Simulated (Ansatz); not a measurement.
# Sn₂Ge: stable or not

The structure comes from a generated guess, relaxed at this level; another structure or a mixture of phases may lie lower.

Method: DFT PBE, scalar-relativistic, plane waves, PAW (Ansatz 0.2.0). Cutoff 420 eV, Γ-centred 12×12×4 mesh (6-atom cell), Gaussian smearing of 0.10 eV, no spin polarisation.

Space group P-3m1 (No. 164). a = 4.498 Å, b = 4.498 Å, c = 11.057 Å, α = 90.00°, β = 90.00°, γ = 120.00°
| atom | site | symmetry | x | y | z |
| --- | --- | --- | --- | --- | --- |
| Sn | 2d | 3m. | 0.3333 | 0.6667 | 0.5490 |
| Sn | 2d | 3m. | 0.6667 | 0.3333 | 0.1910 |
| Ge | 2c | 3m. | 0.0000 | 0.0000 | 0.8867 |

The zero of energy is the elements' standard structures at the same level; no fitted shifts are applied. The references include grey tin.

Problem. These tests were run: energy against the elements; random kick, then relaxation without symmetry; phonons at Γ; elastic tensor. What do they show?

Solution.

```csv
test,result
energy against the elements,+0.04 eV/atom
"random kick, then relaxation without symmetry",returns
phonons at Γ,lowest optical mode 33 cm⁻¹
elastic tensor,least eigenvalue 17 GPa
```

It fails one test: energy against the elements. It may still be a metastable minimum. Undecided within the accuracy: elastic tensor.

The kick test ran on a coarse mesh. The run for the phonons used a 12×12×4 k mesh and Fermi–Dirac smearing of 0.15 eV. The run for the elastic tensor used a 12×12×4 k mesh and Fermi–Dirac smearing of 0.15 eV.
